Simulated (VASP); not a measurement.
# AgCl (Imm2) in VASP: a series of runs, part 2 of 2

VASP 6.6.1. The steps go on from the part before.

### Step 3. Single point, PBE (mode 4 frozen in at -0.383 Å and mode 5 at -0.128 Å (largest displacements))

Contents of INCAR:

```
PREC = Accurate
ENCUT = 520
EDIFF = 1E-6
ISMEAR = 0
SIGMA = 0.05
LREAL = False
LASPH = True
NELM = 80
ALGO = Normal
ISIF = 2
LWAVE = False
LCHARG = False
GGA = PE
NBANDS = 16
```

Contents of KPOINTS:

```
regular mesh
0
Gamma
  8 8 8
```

Contents of POSCAR:

```
AgCl
1.0
    0.0000000000      2.8060228508      2.8060228508
    2.8060228508      0.0000000000      2.8060228508
    2.8060228508      2.8060228508      0.0000000000
Ag Cl
1 1
Direct
    0.4850320454      0.5149679546      0.5299359093
    0.0455448893     -0.0455448893     -0.0910897785
```

Potentials or basis: VASP PAW PBE potentials, release 64 (Ag, Cl).

Launch:

```sh
$ cat potpaw_PBE.64/Ag/POTCAR potpaw_PBE.64/Cl/POTCAR > POTCAR
$ mpirun -np 1 vasp_std > vasp.out
```

OUTCAR:

```text
PREC = Accurate
   ENCUT = 520
   EDIFF = 1E-6
   ISMEAR = 0
   LREAL = False
   LASPH = True
   NELM = 80
   ISIF = 2
   GGA = PE

 ion  position               nearest neighbor table
   1  0.485  0.515  0.530-   2 2.30   2 2.68   2 2.86   2 2.86   2 3.02
   2  0.046  0.954  0.909-   1 2.30   1 2.68   1 2.86   1 2.86   1 3.02

  LATTYP: Found a face centered cubic cell.
 ALAT       =     5.6120457016

  Lattice vectors:

 A1 = (   0.0000000000,   2.8060228508,   2.8060228508)
 A2 = (   2.8060228508,   0.0000000000,   2.8060228508)
 A3 = (   2.8060228508,   2.8060228508,   0.0000000000)

Analysis of symmetry for initial positions (statically):
=====================================================================
 Subroutine PRICEL returns:
 Original cell was already a primitive cell.

 Routine SETGRP: Setting up the symmetry group for a
 face centered cubic supercell.

 Subroutine GETGRP returns: Found  2 space group operations
 (whereof  2 operations were pure point group operations)
 out of a pool of 48 trial point group operations.

The static configuration has the point symmetry C_1h.
[... 160 lines left out ...]

  energy without entropy =       -5.15873797  energy(sigma->0) =       -5.15873797

 E-fermi :   3.7492     XC(G=0):  -9.7289

 val. band max:        3.4747443476   @ k =   0.0000   0.0000   0.5000
 cond. band min:       4.4895500026   @ k =   0.0000   0.0000   0.0000
 fundamental gap:      1.0148056550
 Fermi energy:         3.7491819587

 k-point     1 :       0.0000    0.0000    0.0000
  band No.  band energies     occupation
      1     -11.7156      2.00000
      2      -0.7887      2.00000
      3      -0.0722      2.00000
      4       0.0555      2.00000
      5       1.0237      2.00000
      6       1.0710      2.00000
[... 433 lines left out ...]
      3      -0.5527      2.00000
      4      -0.3587      2.00000
      5       1.0670      2.00000
      6       1.1151      2.00000
[... 8 lines left out ...]
     15      16.8671      0.00000
     16      17.3970      0.00000

 [... further k-points ...]

------------------------ aborting loop because EDIFF is reached ----------------------------------------

  FORCE on cell =-STRESS in cart. coord.  units (eV):
  Direction    XX          YY          ZZ          XY          YZ          ZX
  --------------------------------------------------------------------------------------
  -------------------------------------------------------------------------------------
  Total        3.7695021      0.3138931      0.0880123     -0.4592324      0.0000000      0.0000000
  in kB      136.6755943     11.3812163      3.1911741    -16.6509674      0.0000000      0.0000000
  external PRESSURE =      50.4159949 kB  Pullay stress =       0.0000000 kB

 VOLUME and BASIS-vectors are now :
 -----------------------------------------------------------------------------
  energy-cutoff  :      520.00
  volume of cell :       44.19
      direct lattice vectors                 reciprocal lattice vectors
     0.000000000  2.806022851  2.806022851    -0.178188143  0.178188143  0.178188143
     2.806022851  0.000000000  2.806022851     0.178188143 -0.178188143  0.178188143
     2.806022851  2.806022851  0.000000000     0.178188143  0.178188143 -0.178188143

 POSITION                                       TOTAL-FORCE (eV/Angst)
 -----------------------------------------------------------------------------------
      2.93202      2.84802      2.80602        -1.511893      0.040300      0.000000
      5.22865      2.67822      2.80602         1.511893     -0.040300      0.000000
 -----------------------------------------------------------------------------------
    total drift:                               -0.000741     -0.000203      0.000000

  FREE ENERGIE OF THE ION-ELECTRON SYSTEM (eV)
  ---------------------------------------------------
  free  energy   TOTEN  =        -5.1587379696 eV

  energy  without entropy=       -5.1587379696  energy(sigma->0) =       -5.15873797
```

stdout:

```text
POSCAR found type information on POSCAR AgCl
 POSCAR found :  2 types and       2 ions
 scaLAPACK will be used
 LDA part: xc-table for (Slater+PW92), standard interpolation
 POSCAR, INCAR and KPOINTS ok, starting setup
 FFT: planning ... GRIDC
 FFT: planning ... GRID_SOFT
 FFT: planning ... GRID
 WAVECAR not read
 entering main loop
```

Wall time 38 s (1 thread of Intel Xeon 6975P-C (Granite Rapids), shared host); peak memory 0.24 GiB.

What came out:

- Free energy: -5.1587 eV
- Pressure: 5.0 GPa
- Largest force: 1.512 eV/Å
- Band gap on the k mesh: 1.01 eV, indirect (least direct gap 1.65 eV)

Forces in eV/Å, atoms in the order of the input:
```
Ag  -1.512  0.040  0.000
Cl   1.512 -0.040  0.000
```

Caveat: forces of over 1 eV/Å show positions far from the minimum, so gaps and moduli don't describe the material at rest. A k mesh can miss the band edges.

### Step 4. Single point, PBE (mode 4 frozen in at -0.128 Å and mode 5 at -0.128 Å (largest displacements))

Contents of INCAR:

```
SYSTEM = AgCl
ALGO = Normal
EDIFF = 1E-7
ENCUT = 520
GGA = PE
ISIF = 2
ISMEAR = 0
LASPH = .True.
LCHARG = .False.
LREAL = .False.
LWAVE = .False.
NBANDS = 16
NELM = 100
PREC = Accurate
SIGMA = 0.05
```

Contents of KPOINTS:

```
k-points
0
Gamma
  8 8 8
  0 0 0
```

Contents of POSCAR:

```
AgCl
1.0
    0.0000000000      2.8060228508      2.8060228508
    2.8060228508      0.0000000000      2.8060228508
    2.8060228508      2.8060228508      0.0000000000
Ag Cl
1 1
Direct
    0.5000000000      0.5000000000      0.5149679546
    0.0000000000      0.0000000000     -0.0455448893
```

Launch:

```sh
$ cat potpaw_PBE.64/Ag/POTCAR potpaw_PBE.64/Cl/POTCAR > POTCAR
$ mpirun -np 1 vasp_std > vasp.out
```

Run time: 24 s. Hardware: 1 thread of Intel Xeon 6975P-C (Granite Rapids), shared host; peak memory 0.21 GiB.

The run converged. Its results:

| Item | Value |
| --- | --- |
| Free energy | -5.3763 eV |
| Pressure | 0.7 GPa |
| Largest force | 0.221 eV/Å |
| Band gap on the k mesh | 0.89 eV, indirect (least direct gap 2.44 eV) |

Forces in eV/Å, atoms in the order of the input:
```
Ag  -0.156 -0.156  0.000
Cl   0.156  0.156  0.000
```

Stress tensor (GPa, compression positive):
```
 1.05 -0.37  0.00
-0.37  1.05  0.00
 0.00  0.00 -0.05
```

Levels at points of the mesh, in eV from the valence-band top:
| k point | band 5 | band 6 | band 7 | band 8 | band 9 | band 10 | band 11 | band 12 | band 13 | band 14 |
| --- | --- | --- | --- | --- | --- | --- | --- | --- | --- | --- |
| (0.00, 0.00, 0.00) | -2.37 | -2.34 | -1.81 | -1.64 | -1.55 | 0.89 | 10.41 | 10.57 | 10.83 | 12.50 |
| (0.50, 0.00, 0.00) | -2.06 | -2.05 | -1.76 | -0.20 | -0.12 | 4.39 | 6.26 | 7.78 | 7.90 | 13.24 |
| (0.00, 0.00, 0.50) | -2.05 | -2.04 | -1.72 | -0.11 | 0.00 | 4.31 | 6.26 | 7.74 | 7.75 | 13.30 |
| (0.50, 0.50, 0.00) | -2.22 | -1.93 | -1.93 | -1.86 | -1.82 | 2.44 | 7.79 | 8.47 | 11.35 | 11.64 |
| (0.00, 0.50, 0.50) | -2.38 | -1.97 | -1.93 | -1.93 | -1.87 | 2.44 | 7.89 | 8.55 | 11.40 | 11.41 |

A k mesh can miss the band edges.

### Step 5. Overview

```tsv
cell	gap on the mesh (eV)	pressure (GPa)	largest force (eV/Å)
mode 4 frozen in at -0.383 Å and mode 5 at -0.383 Å (largest displacements)	0.99	7.6	1.04
mode 4 frozen in at -0.383 Å and mode 5 at -0.128 Å (largest displacements)	1.01	5.0	1.51
mode 4 frozen in at -0.128 Å and mode 5 at -0.128 Å (largest displacements)	0.89	0.7	0.22
```

Alike in all rows: task single point; level PBE; potentials or basis VASP PAW PBE potentials, release 64 (Ag, Cl); no spin polarisation; k mesh 8 × 8 × 8; cutoff (eV) 520; smearing gaussian 0.05 eV.

Caveats: forces of over 1 eV/Å show positions far from the minimum, so gaps and moduli don't describe the material at rest (some runs).

Absolute energies hang on the potentials; compare differences alone.
